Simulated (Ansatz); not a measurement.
A plane-wave DFT run in Ansatz 0.2.0 (scalar-relativistic PAW potentials unless the input names others): input and command.

```yaml
crystal:
  lattice:
    - [6.892192, -0.185464, -0.060055]
    - [-0.185464, 6.973898, 0.006784]
    - [-0.060055, 0.006784, 7.002285]
  atoms:
    - { symbol: Al, position: [0.5869383187, 0.1535807017, 0.8642322489] }
    - { symbol: Al, position: [0.2144969685, 0.8880920476, 0.5581344178] }
    - { symbol: Al, position: [0.9989407166, 0.984696441, 0.9324111951] }
    - { symbol: Al, position: [0.5227593833, 0.7366434208, 0.3511892691] }
    - { symbol: Al, position: [0.9242417533, 0.4895630533, 0.9377741069] }
    - { symbol: Al, position: [0.6287706762, 0.4643591669, 0.6759949086] }
    - { symbol: Al, position: [0.8905548447, 0.1123858858, 0.5664304265] }
    - { symbol: Al, position: [0.6569334436, 0.6849021597, 0.9946179242] }
    - { symbol: Al, position: [0.2162272989, 0.407928061, 0.4838006662] }
    - { symbol: Al, position: [0.1272600854, 0.6086266098, 0.2367761369] }
    - { symbol: Al, position: [0.4036197253, 0.3582967865, 0.0812178842] }
    - { symbol: Al, position: [0.2547299727, 0.6317906534, 0.8374502399] }
    - { symbol: Cu, position: [0.9082444618, 0.88379881, 0.2890173003] }
    - { symbol: Cu, position: [0.8900133744, 0.19289943, 0.1632963782] }
    - { symbol: Cu, position: [0.1964684276, 0.0722423542, 0.2730923849] }
    - { symbol: Cu, position: [0.8563414845, 0.7988016992, 0.6962610662] }
    - { symbol: Cu, position: [0.2053474073, 0.2358476439, 0.791624536] }
    - { symbol: Cu, position: [0.4765815324, 0.8239277945, 0.7452461432] }
    - { symbol: Cu, position: [0.8087235595, 0.5210151288, 0.3308238109] }
    - { symbol: Cu, position: [0.5337739883, 0.2465495627, 0.3538302079] }
basis:
  ecutwfc: "25.7 Ry"
  xc_grid: 4
kpoints:
  mp_grid: { grid: [4, 3, 3] }
hamiltonian:
  xc: pbesol
scf:
  occupations: { method: fermi_dirac, width: 0.1482 }
output:
  forces: true
  eigenvalues: true
  stress: true
```

```bash
ansatz run input.yaml --threads 2 --pin off --max-ram 5120MiB --backend cpu --events-out ev --progress --plain --runs-dir out
```

Abridged log:
```
Warning: basis.ecutwfc = 349.66631326 eV is below the records' recommended 420 eV, and the density's cutoff is lower with it unless basis.ecutrho_ratio is high enough to keep the records' density cutoff: compare with a run at a higher cutoff
band count auto-derived: 116 (N_el = 188.0; filled up to band 94; 114 by the electrons, moments and atoms)
Pseudopotentials: kind: paw
Pseudopotential: Al, paw, valence charge 3, recommended cutoff 420 eV (normal)
Pseudopotential: Cu, paw, valence charge 19, recommended cutoff 420 eV (normal)
Functional definition: PBEsol
Crystal: 20 atoms, lattice volume = 336.302 Å³
Basis set: ecut = 349.66631326 eV, 5015 PW (Γ), exchange–correlation on 180×180×180 points (64 copies of the dense FFT grid, shifted against one another)
Bands: 116, of which v1, the nominal top of the filled ones, is band 94 counted from 1 (93 counted from 0)
Symmetry: 1 space group operations
Space group: P1 (ITA 1), of the structure as read, at distance tolerance 7.0e-5 Å
k-points: 19 of 36 (time reversal used)
Initial density: superposition of atomic densities (neutral atoms: chi_scale 0, normalization atom), corrected by the library's trained network
Initial wavefunctions: pseudopotential atomic-orbital guess
Functional: x = pbesol(κ = 0.804, μ = 0.12345679), c = pbesol(β = 0.046)
SCF iter   1: F=—  HF=-58999.161862 eV  |F-HF|=—  |Δ(HF+E_count)|=         —  Δρ=8.36e-3  dr2=1.40e-1  ethr=1.77e-3  ⟨swp⟩=7.2  Hψ=9309  notcnv=0  defer=7
SCF iter   2: F=—  HF=-58999.121338 eV  |F-HF|=—  |Δ(HF+E_count)|=   4.05e-2  Δρ=2.16e-3  dr2=2.19e-2  ethr=7.46e-5  ⟨swp⟩=2.1  Hψ=3740  notcnv=0  defer=6
SCF iter   3: F=—  HF=-58999.119000 eV  |F-HF|=—  |Δ(HF+E_count)|=   2.34e-3  Δρ=1.00e-3  dr2=7.66e-3  ethr=1.17e-5  ⟨swp⟩=1.0  Hψ=2188  notcnv=0  defer=6
SCF iter   4: F=—  HF=-58999.117464 eV  |F-HF|=—  |Δ(HF+E_count)|=   1.54e-3  Δρ=3.84e-4  dr2=3.94e-4  ethr=4.08e-6  ⟨swp⟩=2.2  Hψ=3371  notcnv=0  defer=6
SCF iter   5: F=—  HF=-58999.117383 eV  |F-HF|=—  |Δ(HF+E_count)|=   8.10e-5  Δρ=1.80e-4  dr2=9.11e-5  ethr=2.09e-7  ⟨swp⟩=2.0  Hψ=3950  notcnv=0  defer=6
SCF iter   6: F=—  HF=-58999.117302 eV  |F-HF|=—  |Δ(HF+E_count)|=   8.02e-5  Δρ=5.41e-5  dr2=1.27e-5  ethr=4.85e-8  ⟨swp⟩=2.0  Hψ=2480  notcnv=0  defer=6
SCF iter   7: F=—  HF=-58999.117300 eV  |F-HF|=—  |Δ(HF+E_count)|=   2.07e-6  Δρ=1.85e-5  dr2=1.52e-6  ethr=6.76e-9  ⟨swp⟩=2.0  Hψ=2998  notcnv=0  defer=6
SCF iter   8: F=—  HF=-58999.117300 eV  |F-HF|=—  |Δ(HF+E_count)|=   1.21e-7  Δρ=1.62e-5  dr2=6.27e-7  ethr=8.10e-10  ⟨swp⟩=2.0  Hψ=3905  notcnv=0  defer=6
SCF iter   9: F=-58999.117300 eV  HF=-58999.117300 eV  |F-HF|=2.08e-8  |Δ(HF+E_count)|=   1.28e-7  Δρ=2.42e-6  dr2=3.61e-8  ethr=5.32e-11  ⟨swp⟩=6.5  Hψ=8753  notcnv=0
SCF 1 converged in 9 iterations: F = -58999.117300 eV  dr2 = 3.61e-8
SCF converged after 9 iterations
Free energy (F): -58999.117300 eV
Harris-Foulkes:  -58999.117300 eV  (|F-HF|=2.08e-8)
Internal energy: -58998.554002 eV  (E = F + TS)
E sigma→0 (E₀):  -58998.835651 eV
Entropy (-TS):   -0.563298 eV (-28.165 meV/atom)
Fermi energy:    8.812894 eV
--- Forces (eV/Å), atoms counted from 1 ---
  atom   1  Al     0.66524850    -1.48530686    -0.08623242
  atom   2  Al    -0.77635357     0.36964968    -0.30649950
  atom   3  Al     0.40619901    -0.12293575     0.76996901
  atom   4  Al     0.06235471     0.19261427     0.65171133
  atom   5  Al     0.75971518    -1.88876760    -0.34393781
  atom   6  Al    -0.29427381     0.58014382    -1.45421668
  atom   7  Al    -0.17498914     1.18914349    -0.60692441
  atom   8  Al    -1.00399114     1.39464296     1.03561868
  atom   9  Al     0.71161837    -1.69153483     1.26983980
  atom  10  Al     0.37761489     1.95605954    -1.55909767
  atom  11  Al    -0.98310503     0.69094474     0.29186586
  atom  12  Al    -1.37982188    -1.80500078     1.01717891
  atom  13  Cu    -0.66975739    -1.21629132     0.35038803
  atom  14  Cu    -0.93790511     1.37788899     0.43995494
  atom  15  Cu     0.93158891     0.63972865    -0.38234200
  atom  16  Cu    -0.54962535    -1.46514394    -0.77189817
  atom  17  Cu     0.15903184     0.42856026    -0.21308670
  atom  18  Cu     2.68055993     1.57750254    -1.18198109
  atom  19  Cu    -0.67141370    -0.36004516    -0.06091340
  atom  20  Cu     0.68730788    -0.36184189     1.14060741
--- Stress (GPa, compression-positive) ---
       -3.213111      -0.500224      -0.082591
       -0.500224      -1.251167      -2.787224
       -0.082591      -2.787224      -1.740421
  P = ⅓ Tr σ = -2.0682 GPa (-20.682 kbar)
```

Apart from outputs and empty bands, the input differs from a reference run on usual settings in basis.ecutwfc: 420 → "25.7 Ry"; basis.xc_grid: not typed → 4. The reference, at the same geometry (not necessarily relaxed), gave pressure -2.13 GPa, largest force 3.329 eV/Å, no gap on the mesh. This run converged in 9 SCF iterations (reference: 10) with an energy at zero smearing 10.31 meV/atom above the reference's, pressure -2.07 GPa, largest force 3.327 eV/Å, no gap on the mesh. Its cutoff is looser than usual, and the result moved.

It took 54 s on 2 threads of Intel(R) Xeon(R) Processor @ 2.50GHz (Skylake/Cascade Lake), with other jobs on the host, peak memory 1 GiB.